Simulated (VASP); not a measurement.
A run of VASP 6.6.1:

INCAR

```
SYSTEM = HgTe
  PREC = Accurate
  ENCUT = 520
  EDIFF = 1E-7
  ISMEAR = -1
  SIGMA = 0.1
  LREAL = .FALSE.
  LASPH = .TRUE.
  NELM = 100
  ALGO = Fast
  ISIF = 2
  LWAVE = .FALSE.
  LCHARG = .TRUE.
  GGA = PS
  IVDW = 12
  LELF = .TRUE.
  LVHAR = .TRUE.
  NBANDS = 26
```

KPOINTS

```
regular mesh
0
G
  4 4 4
  0 0 0
```

Contents of POSCAR:

```
HgTe
1.0
    2.9925200000     -3.4669300000      0.0000000000
    2.9925200000      3.4669300000      0.0000000000
    0.0000000000      0.0000000000      5.7981600000
Hg Te
2 2
Direct
    0.3430500000      0.6569500000      0.7500000000
    0.6569500000      0.3430500000      0.2500000000
    0.7848100000      0.2151900000      0.7500000000
    0.2151900000      0.7848100000      0.2500000000
```

Potentials or basis: VASP PAW PBE potentials, release 64 (Hg, Te).

Command:

```sh
$ cat potpaw_PBE.64/Hg/POTCAR potpaw_PBE.64/Te/POTCAR > POTCAR
$ mpirun -np 1 vasp_std > vasp.out
```

Hardware: 1 thread of AMD EPYC 7R43 64-Core Processor (Zen 3) (shared host).

Estimate the wall time of this run.

Run time: 100 s on 1 thread of AMD EPYC 7R43 64-Core Processor (Zen 3) (shared host), peak memory 0.22 GiB. Counts: scf iterations 16, k points 21.
